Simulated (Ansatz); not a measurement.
An Ansatz run that asked for the observables at the nuclei.

```yaml
crystal:
  lattice:
    - [3.8076746087, 0.0, 0.0]
    - [-1.9038373044, 3.2975429405, 0.0]
    - [0.0, 0.0, 74.72250454]
  atoms:
    - { symbol: Zn, position: [0.0, 0.0, 0.33337241] }
    - { symbol: Zn, position: [0.0, 0.0, 3.09e-06] }
    - { symbol: Zn, position: [0.3333333333, 0.6666666667, 0.29167541] }
    - { symbol: Zn, position: [0.6666666667, 0.3333333333, 0.08333015] }
    - { symbol: Zn, position: [0.3333333333, 0.6666666667, 0.83335143] }
    - { symbol: Zn, position: [0.0, 0.0, 0.66667543] }
    - { symbol: Zn, position: [0.6666666667, 0.3333333333, 0.50001102] }
    - { symbol: Zn, position: [0.6666666667, 0.3333333333, 0.91668318] }
    - { symbol: Zn, position: [0.6666666667, 0.3333333333, 0.20833207] }
    - { symbol: Zn, position: [0.6666666667, 0.3333333333, 0.62501921] }
    - { symbol: Zn, position: [0.0, 0.0, 0.54171483] }
    - { symbol: Zn, position: [0.3333333333, 0.6666666667, 0.04169539] }
    - { symbol: Zn, position: [0.0, 0.0, 0.12499804] }
    - { symbol: Zn, position: [0.3333333333, 0.6666666667, 0.16667126] }
    - { symbol: Zn, position: [0.3333333333, 0.6666666667, 0.41668195] }
    - { symbol: Zn, position: [0.3333333333, 0.6666666667, 0.70835245] }
    - { symbol: Zn, position: [0.3333333333, 0.6666666667, 0.95832778] }
    - { symbol: Zn, position: [0.0, 0.0, 0.45833601] }
    - { symbol: Zn, position: [0.3333333333, 0.6666666667, 0.58335118] }
    - { symbol: Zn, position: [0.0, 0.0, 0.87501718] }
    - { symbol: Zn, position: [0.6666666667, 0.3333333333, 0.79169116] }
    - { symbol: Zn, position: [0.6666666667, 0.3333333333, 0.37501245] }
    - { symbol: Zn, position: [0.0, 0.0, 0.75004272] }
    - { symbol: Zn, position: [0.0, 0.0, 0.24998858] }
    - { symbol: S, position: [0.6666666667, 0.3333333333, 0.94790033] }
    - { symbol: S, position: [0.0, 0.0, 0.57290999] }
    - { symbol: S, position: [0.3333333333, 0.6666666667, 0.19790089] }
    - { symbol: S, position: [0.3333333333, 0.6666666667, 0.98952936] }
    - { symbol: S, position: [0.0, 0.0, 0.36457868] }
    - { symbol: S, position: [0.0, 0.0, 0.48953424] }
    - { symbol: S, position: [0.6666666667, 0.3333333333, 0.53126903] }
    - { symbol: S, position: [0.0, 0.0, 0.78124689] }
    - { symbol: S, position: [0.6666666667, 0.3333333333, 0.82290659] }
    - { symbol: S, position: [0.3333333333, 0.6666666667, 0.4479027] }
    - { symbol: S, position: [0.6666666667, 0.3333333333, 0.23956015] }
    - { symbol: S, position: [0.6666666667, 0.3333333333, 0.1145615] }
    - { symbol: S, position: [0.0, 0.0, 0.03126351] }
    - { symbol: S, position: [0.3333333333, 0.6666666667, 0.73959998] }
    - { symbol: S, position: [0.0, 0.0, 0.15623408] }
    - { symbol: S, position: [0.3333333333, 0.6666666667, 0.8645679] }
    - { symbol: S, position: [0.6666666667, 0.3333333333, 0.65623537] }
    - { symbol: S, position: [0.3333333333, 0.6666666667, 0.61456727] }
    - { symbol: S, position: [0.0, 0.0, 0.2812025] }
    - { symbol: S, position: [0.3333333333, 0.6666666667, 0.07290381] }
    - { symbol: S, position: [0.0, 0.0, 0.69786704] }
    - { symbol: S, position: [0.6666666667, 0.3333333333, 0.40623843] }
    - { symbol: S, position: [0.3333333333, 0.6666666667, 0.3229385] }
    - { symbol: S, position: [0.0, 0.0, 0.90623884] }
kpoints:
  mp_grid: { grid: [8, 8, 1] }
scf:
  occupations: { method: fermi_dirac, width: 0.02 }
hamiltonian:
  xc: r2scan
  pseudopotentials: { kind: paw }
output:
  forces: true
  stress: true
  populations: true
  efg:
    quadrupole_moments_barn: { Zn: 0.122, S: -0.0694 }
    contact_densities: true
```

```sh
ansatz run input.yaml --threads 1 --pin off --max-ram 3072MiB --backend cpu --events-out ev --progress --plain --runs-dir out
```

Q: How does the run end?

A: It stops for lack of memory under the cap. The program says:

```
memory limit exceeded: the `energy derivatives` phase needs 3.24 GiB against the run's memory maximum of 3.00 GiB; largest carriers: wavefunctions 0.94 GiB, converged xc re-evaluation 0.77 GiB, ion tables 0.66 GiB, unmodelled-tail allowance 0.28 GiB, density mixer 0.18 GiB …
```
